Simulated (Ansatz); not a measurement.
# ZrO2: the cost of one run

Program: Ansatz 0.2.0. Level of theory: DFT, PBE, plane-wave PAW, default files, scalar-relativistic. These are calculated values, not measurements.

### 1 Starting point

Symmetry: Fm-3m, No. 225, cubic system. The conventional cell has a = 5.090 Å, b = 5.090 Å, c = 5.090 Å, α = 90.00°, β = 90.00°, γ = 90.00°. Around Zr (site symmetry m-3m) lie 8 O at 2.20 Å. Around O (site symmetry -43m) lie 4 Zr at 2.20 Å.

Structure file:

```xyz
3
Lattice="0.0000 2.5450 2.5450 2.5450 0.0000 2.5450 2.5450 2.5450 0.0000" Properties=species:S:1:pos:R:3 pbc="T T T"
Zr    0.0000    0.0000    0.0000
O     1.2725    1.2725    1.2725
O     3.8175    3.8175    3.8175
```

### 2 First run, atoms as given

File input.yaml:

```yaml
crystal:
  lattice:
    - [0.0, 2.545, 2.545]
    - [2.545, 0.0, 2.545]
    - [2.545, 2.545, 0.0]
  atoms:
    - { symbol: Zr, position: [0.0, 0.0, 0.0] }
    - { symbol: O, position: [0.25, 0.25, 0.25] }
    - { symbol: O, position: [0.75, 0.75, 0.75] }
kpoints:
  mp_grid: { grid: [10, 10, 10] }
scf:
  occupations: { method: fermi_dirac, width: 0.02 }
hamiltonian:
  xc: pbe
  pseudopotentials: { kind: paw }
output:
  forces: true
  stress: true
  populations: true
  efg:
    quadrupole_moments_barn: { Zr: -0.176, O: -0.02558 }
    contact_densities: true
```

Started as:

```sh
$ ansatz run input.yaml --threads 1 --pin off --max-ram 3072MiB --backend cpu --events-out ev --progress --plain --runs-dir out
```

What time and memory should one allow on 1 thread of Intel Xeon Platinum 8488C (Sapphire Rapids), shared host?

About 2.5 s, with a peak of 0.42 GiB.
